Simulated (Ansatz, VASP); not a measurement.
Al: VASP beside Ansatz

File INCAR:

```
ALGO = Normal ; EDIFF = 1E-6
ENCUT = 520 ; GGA = PE
ISIF = 2 ; ISMEAR = 0
IVDW = 12 ; LASPH = T
LCHARG = F ; LREAL = F
LWAVE = F ; NBANDS = 8
NELM = 100 ; PREC = Accurate
SIGMA = 0.15
```

The input KPOINTS:

```
k-points
0
Gamma
  20 20 20
```

POSCAR

```
Al
1.0
    0.0000000000      1.9632606000      1.9632606000
    1.9632606000      0.0000000000      1.9632606000
    1.9632606000      1.9632606000      0.0000000000
Al
1
Direct
    0.0000000000      0.0000000000      0.0000000000
```

Input for Ansatz:

```yaml
crystal:
  lattice:
    - [0.0, 1.9632606, 1.9632606]
    - [1.9632606, 0.0, 1.9632606]
    - [1.9632606, 1.9632606, 0.0]
  atoms:
    - { symbol: Al, position: [0.0, 0.0, 0.0] }
basis:
  ecutwfc: 420
kpoints:
  mp_grid: { grid: [20, 20, 20] }
hamiltonian:
  xc: pbe
  dispersion: d3bj
scf:
  occupations: { method: gaussian, width: 0.15 }
output:
  forces: true
  stress: true
  eigenvalues: true
```

Change from the starting cell: strain -0.030 along x and y, -0.030 along z, atoms carried along.

Alike in both runs: task single point; functional PBE; dispersion D3(BJ); k mesh 20 × 20 × 20; occupations gaussian, width 0.15 eV; no spin polarisation.

```csv
,VASP,Ansatz
version,VASP 6.6.1,Ansatz 0.2.0
potentials or method,"VASP PAW PBE potentials, release 64 (Al)","scalar-relativistic, plane waves, PAW"
plane-wave cutoff (eV),520,420
valence electrons in the cell,3,3
```

```csv
,VASP,Ansatz,Ansatz less VASP
gap on the k mesh at the Fermi level (eV),none,none,-
pressure (GPa),4.0,4.0,+0.03
```

A gap of «none» marks a metal or a gap that the smearing closes.

Caveats: pairwise dispersion overbinds metals, which lowers pressure and volume.
